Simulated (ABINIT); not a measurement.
# A GW chain in ABINIT: GaP (F-43m), part 3 of 3

Aim: the G0W0 gap of GaP (F-43m) on PBE, step by step.

ABINIT 10.8.3; PBE and many-body steps on it, plane waves. Known limits of the many-body steps: not at the basis limit; exchange with frozen shells missing; no spin-orbit coupling; coarse k mesh.

So far. Step 3 (Bands along the symmetry lines): The gap is 1.593 eV, −0.060 eV from the run before at this level. Step 4 (Empty states on the mesh, 4×4×4 mesh, 50 bands): On this mesh the gap is 1.653 eV.

**5. Screening, 4×4×4 mesh, 46 bands, screening to 106.1 eV**

The RPA dielectric matrix is built and inverted for each q.

This step: RPA screening on PBE, plane waves, norm-conserving pseudopotentials.

run.abi reads:

```
acell 3*1.0 Angstrom
rprim 
  0.000000000000 2.725250000000 2.725250000000
  2.725250000000 0.000000000000 2.725250000000
  2.725250000000 2.725250000000 0.000000000000
ntypat 2
znucl 31 15
natom 2
typat 1 2
xred 
  0.000000000000 0.000000000000 0.000000000000
  0.250000000000 0.250000000000 0.250000000000
pp_dirpath "pseudos"
pseudos "Ga.upf, P.upf"
ecut 36
ngkpt 4 4 4
nshiftk 1
shiftk 0 0 0
kptopt 1
chksymbreak 0
istwfk *1
occopt 1
irdwfk 1
optdriver 3
nband 46
ecuteps 3.9
inclvkb 2
awtr 1
symchi 1
indata_prefix "in"
outdata_prefix "out"
tmpdata_prefix "tmp"
```

The run is started by

```bash
> OMP_NUM_THREADS=1 mpirun -n 4 abinit run.abi > log
```

Numbers of over 12 decimals in the logs are rounded to 6 here.

The log of the run:

```text
.Version 10.8.3 of ABINIT. v10.8.2 released Aug 2026.

 Symmetries : space group F-4 3 m (#216); Bravais cF (face-center cubic)
[... echo of the input left out ...]
== DATASET  1 ==================================================================
-   mpi_nproc: 4, omp_nthreads: 1 (-1 if OMP is not activated)

--- !DatasetInfo
iteration_state: {dtset: 1, }
dimensions: {natom: 2, nkpt: 8, mband: 46, nsppol: 1, nspinor: 1, nspden: 1, mpw: 2832, }
cutoff_energies: {ecut:  36.0, pawecutdg:  -1.0, }
electrons: {nelect:   1.80000000E+01, charge:   0.00000000E+00, occopt:   1.00000000E+00, tsmear:   1.00000000E-02, }

 SCREENING: Calculation of the susceptibility and dielectric matrices

 Based on a program developped by R.W. Godby, V. Olevano, G. Onida, and L. Reining.
 Incorporated in ABINIT by V. Olevano, G.-M. Rignanese, and M. Torrent.
.Using double precision arithmetic ; gwpc =  8

[... cell and pseudopotentials left out ...]
--------------------------------------------------------------------------------

 ==== K-mesh for the wavefunctions ====
 Number of points in the irreducible wedge :     8
[... list of points left out ...]
 Together with 24 symmetry operations and time-reversal symmetry
 yields    64 points in the full Brillouin Zone.

 ==== Q-mesh for the screening function ====
 Number of points in the irreducible wedge :     8
[... list of points left out ...]
 Together with 24 symmetry operations and time-reversal symmetry
 yields    64 points in the full Brillouin Zone.

 setmesh: FFT mesh size selected  =    25x   25x   25
          total number of points  =        15625

 vcoul_init : cutoff-mode = AUXILIARY_FUNCTION
 q-points for optical limit:   1
     1)      0.000010    0.000020    0.000030

- screening: taking advantage of time-reversal symmetry
- Maximum band index for partially occupied states nbvw = 9
- Remaining bands to be divided among processors   nbcw = 37
- Number of bands treated by each node ~9

 Number of electrons calculated from density =   18.0000; Expected =   18.0000
 average of density, n =  0.065891
 r_s =    1.5359
 omega_plasma =   24.7610 [eV]

 calculating chi0 at frequencies [eV] :
  1    0.000000E+00    0.000000E+00
  2    0.000000E+00    2.476105E+01

--------------------------------------------------------------------------------
  q-point number  1        q = ( 0.000000, 0.000000, 0.000000) [r.l.u.]
--------------------------------------------------------------------------------
[... chi0 elements left out ...]
 For q-point:  0.000010 0.000020 0.000030
  dielectric constant =  18.0154
  dielectric constant without local fields =  19.5900

  Average fulfillment of the sum rule on Im[epsilon] for q-point    1 :     42.67  [%]
[... wings left out ...]
  q-point number  2        q = ( 0.250000, 0.000000, 0.000000) [r.l.u.]
--------------------------------------------------------------------------------
[... chi0 elements left out ...]
  Average fulfillment of the sum rule on Im[epsilon] for q-point    2 :     54.73  [%]

 [... 6 further q-points ...]
```

Run time: 6.4 s. Hardware: 4 MPI ranks of Intel Xeon 6975P-C (Granite Rapids), shared host; peak memory 0.48 GiB; 25 s of CPU time.

This step gave:

```
ε∞ with local fields, on this mesh, along the program's q direction : 18.02
the same without local fields                                       : 19.59
plasma frequency                                                    : 24.76 eV
plane waves in the screening matrix                                 : 113
```

Local fields lower ε∞ by 8 %. On a Γ-centred mesh this coarse the value itself is usually too large, while a short band sum pulls it down.

**6. Self-energy, 4×4×4 mesh, 46 bands, screening to 106.1 eV**

The self-energy is evaluated for the states that the input lists, and the levels follow from it, in one-shot runs by the linearised quasiparticle equation.

This step: G0W0 on PBE, plane waves, norm-conserving pseudopotentials.

run.abi, as its differences from that of step 5:

```diff
@@ -23,8 +23,17 @@
 irdwfk 1
-optdriver 3
+optdriver 4
 nband 46
+gwcalctyp 0
+ecutsigx 36
+symsigma 1
+nkptgw 2
+kptgw 
+  0.0000000000 0.0000000000 0.0000000000
+  0.5000000000 0.5000000000 0.0000000000
+bdgw 
+  7 13
+  8 11
 ecuteps 3.9
-inclvkb 2
-awtr 1
-symchi 1
+irdscr 1
+ppmodel 1
 indata_prefix "in"
```

The log of the run:

```text
.Version 10.8.3 of ABINIT. v10.8.2 released Aug 2026.

 Symmetries : space group F-4 3 m (#216); Bravais cF (face-center cubic)
[... echo of the input left out ...]
== DATASET  1 ==================================================================
-   mpi_nproc: 4, omp_nthreads: 1 (-1 if OMP is not activated)

--- !DatasetInfo
iteration_state: {dtset: 1, }
dimensions: {natom: 2, nkpt: 8, mband: 46, nsppol: 1, nspinor: 1, nspden: 1, mpw: 2832, }
cutoff_energies: {ecut:  36.0, pawecutdg:  -1.0, }
electrons: {nelect:   1.80000000E+01, charge:   0.00000000E+00, occopt:   1.00000000E+00, tsmear:   1.00000000E-02, }

 SIGMA: Calculation of the GW corrections

 Based on a program developped by R.W. Godby, V. Olevano, G. Onida, and L. Reining.
 Incorporated in ABINIT by V. Olevano, G.-M. Rignanese, and M. Torrent.
.Using double precision arithmetic ; gwpc =  8

[... cell and pseudopotentials left out ...]
--------------------------------------------------------------------------------

 ==== K-mesh for the wavefunctions ====
 Number of points in the irreducible wedge :     8
[... list of points left out ...]
 Together with 24 symmetry operations and time-reversal symmetry
 yields    64 points in the full Brillouin Zone.

 ==== Q-mesh for screening function ====
 Number of points in the irreducible wedge :     8
[... list of points left out ...]
 Together with 24 symmetry operations and time-reversal symmetry
 yields    64 points in the full Brillouin Zone.

 vcoul_init : cutoff-mode = AUXILIARY_FUNCTION
 q-points for optical limit:   1
     1)      0.000010    0.000020    0.000030
 setmesh: FFT mesh size selected  =    40x   40x   40
          total number of points  =        64000

 Number of electrons calculated from density =   18.0000; Expected =   18.0000
 average of density, n =  0.065891
 r_s =    1.5359
 omega_plasma =   24.7610 [eV]

 === KS Band Gaps ===
  >>>> For spin  1
   Minimum direct gap =   1.8169 [eV], located at k-point      :   0.0000  0.0000  0.0000
   Fundamental gap    =   1.6526 [eV], Top of valence bands at :   0.0000  0.0000  0.0000
                                       Bottom of conduction at :   0.5000  0.5000  0.0000
 SIGMA fundamental parameters:
 PLASMON POLE MODEL  1
 number of plane-waves for SigmaX                 2741
 number of plane-waves for SigmaC and W            113
 number of plane-waves for wavefunctions          2741
 number of bands                                    46
 number of independent spin polarizations            1
 number of spinorial components                      1
 number of k-points in IBZ                           8
 number of q-points in IBZ                           8
 number of symmetry operations                      24
 number of k-points in BZ                           64
 number of q-points in BZ                           64
 number of frequencies for dSigma/dE                 9
 frequency step for dSigma/dE [eV]                0.25
 number of omega for Sigma on real axis              0
 max omega for Sigma on real axis  [eV]           0.00
 zcut for avoiding poles [eV]                     0.10

 EPSILON^-1 parameters (SCR file):
 dimension of the eps^-1 matrix on file            113
 dimension of the eps^-1 matrix used               113
 number of plane-waves for wavefunctions          2741
 number of bands                                    46
 number of q-points in IBZ                           8
 number of frequencies                               2
 number of real frequencies                          1
 number of imag frequencies                          1

 matrix elements of self-energy operator (all in [eV])

 Perturbative Calculation

--- !SelfEnergy_ee
iteration_state: {dtset: 1, }
kpoint     : [   0.000,    0.000,    0.000, ]
spin       : 1
KS_gap     :    1.817
QP_gap     :    2.366
Delta_QP_KS:    0.549
data: !SigmaeeData |
     Band     E0 <VxcDFT>   SigX SigC(E0)      Z dSigC/dE  Sig(E)    E-E0       E
        7   4.357 -12.838 -14.651   1.597   0.783  -0.278 -13.007  -0.169   4.188
        8   4.357 -12.838 -14.651   1.597   0.783  -0.278 -13.007  -0.169   4.188
        9   4.357 -12.838 -14.651   1.597   0.783  -0.278 -13.007  -0.169   4.188
       10   6.174 -12.306  -7.906  -3.918   0.788  -0.269 -11.925   0.380   6.554
       11   8.244 -10.862  -6.778  -3.807   0.794  -0.260 -10.643   0.220   8.464
       12   8.244 -10.862  -6.778  -3.807   0.794  -0.260 -10.643   0.220   8.464
       13   8.244 -10.862  -6.778  -3.807   0.794  -0.260 -10.643   0.220   8.464

--- !SelfEnergy_ee
iteration_state: {dtset: 1, }
kpoint     : [   0.500,    0.500,    0.000, ]
spin       : 1
KS_gap     :    4.335
QP_gap     :    5.093
Delta_QP_KS:    0.757
data: !SigmaeeData |
     Band     E0 <VxcDFT>   SigX SigC(E0)      Z dSigC/dE  Sig(E)    E-E0       E
        8   1.674 -11.507 -14.675   2.436   0.772  -0.296 -12.072  -0.565   1.110
        9   1.674 -11.507 -14.675   2.436   0.772  -0.296 -12.072  -0.565   1.110
       10   6.010  -9.355  -5.501  -3.615   0.807  -0.239  -9.162   0.193   6.202
       11   6.179 -10.511  -6.390  -3.667   0.800  -0.250 -10.148   0.363   6.542

== END DATASET(S) ==============================================================
================================================================================

 -outvars: echo values of variables after computation  --------
           etotal      0.0000000000E+00
            nband          46
             nkpt           8
          spgroup         216
 [... the other variables as echoed above ...]

 Calculation completed.
```

It took 4.2 s on 4 MPI ranks; peak memory 0.55 GiB; 16 s of CPU time.

Numbers from this step:

```yaml
g0w0_gap_on_the_points_computed: 2.014 eV
starting_gap_on_the_mesh: 1.653 eV
k_of_the_valence_top: 0, 0, 0
k_of_the_conduction_bottom: 0.5, 0.5, 0
z_at_the_valence_top: 0.783
z_at_the_conduction_bottom: 0.807
least_direct_g0w0_gap_on_the_computed_points: 2.366 eV
```

The gap on the mesh goes from 1.65 eV to 2.01 eV, a correction of +0.36 eV.

Limits: finite bands, cutoff and mesh; exchange with frozen shells missing; no spin-orbit coupling; coarse k mesh. v1 is the top filled band, c1 the lowest empty one. Levels before and after the correction, in eV, zero at the valence-band top of each column:

```
           conduction bottom  valence top
Kohn-Sham               1.65         0.00
     G0W0               2.01         0.00
```

|  | level | energy (eV) |
| --- | --- | --- |
| Kohn-Sham | Γ v3-v1 | 0.000 |
| Kohn-Sham | Γ c1 | 1.817 |
| Kohn-Sham | Γ c2-c4 | 3.887 |
| Kohn-Sham | (0.5 0.5 0) v2-v1 | -2.683 |
| Kohn-Sham | (0.5 0.5 0) c1 | 1.653 |
| Kohn-Sham | (0.5 0.5 0) c2 | 1.822 |
| G0W0 | Γ v3-v1 | 0.000 |
| G0W0 | Γ c1 | 2.366 |
| G0W0 | Γ c2-c4 | 4.276 |
| G0W0 | (0.5 0.5 0) v2-v1 | -3.078 |
| G0W0 | (0.5 0.5 0) c1 | 2.014 |
| G0W0 | (0.5 0.5 0) c2 | 2.354 |

**7. Where the time went**

Times are wall times on 4 MPI ranks of Intel Xeon 6975P-C (Granite Rapids), shared host, good to a factor of about two.

```
                          step   time  share  memory (GiB)
                  ground state  8.4 s   22 %          0.32
bands along the symmetry lines   10 s   28 %          0.31
      empty states on the mesh  8.1 s   22 %           0.3
                     screening  6.4 s   17 %          0.48
                   self-energy  4.2 s   11 %          0.55
```

**8. Summary of results**

```yaml
pbe_gap: 1.59 eV, indirect
g0w0_gap_on_the_mesh: 2.01 eV
g0w0_gap_over_the_zone_rigid_shift: 1.95 eV
gw_settings: 4×4×4 mesh, 46 bands, screening to 106.1 eV, Godby-Needs plasmon pole
known_limits: not at the basis limit; exchange with frozen shells missing; no spin-orbit coupling; coarse k mesh
```

**Reading.** G0W0 moves the gap on the mesh from 1.65 eV to 2.01 eV (+0.36 eV), with Z of 0.78 and 0.81 at the edges. The mesh misses the band edges by 0.06 eV in all; a rigid shift gives 1.95 eV for the zone. Local fields lower the RPA ε∞ on this mesh from 19.59 to 18.02; a Γ-centred mesh this coarse tends to raise both, most where the direct gap is narrow, while a short band sum lowers them. Only 2 of the mesh's irreducible points were corrected, so a valley elsewhere could overtake. Against experiment, by G0W0@PBE: the gap of 1.95 eV lies −0.30 eV from the measured 2.25 ± 0.04 eV (indirect, 300 K, on Si, 2020). The calculation has static nuclei and no excitons; a measured gap holds zero-point and thermal motion, which mostly lowers it. Bands and cutoff are finite, so the gap is not at the basis limit. The miss can reach some tenths of an eV and take either sign; the mesh is an error of its own. In the G0W0 run levels were corrected at 2 k points alone, so a gap called «on the mesh» is the least over those, and an edge elsewhere would be missed. A denser mesh or path gives a starting gap of 1.59 eV: the GW mesh misses a band edge, so its gaps are not the fundamental one. The 4×4×4 mesh is coarse for this cell, which bears on the long-range parts of exchange and screening. The norm-conserving file of at least one element keeps a d shell over frozen s and p shells of the same row. Exchange with those shells is missing from the self-energy, an error of 0.3 to 0.9 eV in cases checked, whose sign depends on which edge lies on those atoms. The many-body steps are scalar-relativistic: spin-orbit coupling is not in them.

[Paths, hosts, dates, memory and timing lines, banners, echoed tables and standing remarks are left out of the program output.]

[Logs are printed without paths, hosts, clocks, repeated set-up lines and the standing remarks that a program may print on its own settings, such as how far it seeks lower states.]

[Runs of the session that timed out or met a known fault of the program may be left out.]

[Hosts, paths, dates, database ids (printed as entryN), source tags and the programs' standing remarks are cut or masked in the printed files.]

[G0W0 gaps are taken among the corrected bands and points alone; a level outside them can change the order at an edge.]

[Where Ansatz stands beside ABINIT at settings called matched, ABINIT's density can come from a denser mesh and the files from another edition; pairs whose starting gaps differed by over 0.03 eV were left out, so agreement reads better than it is.]
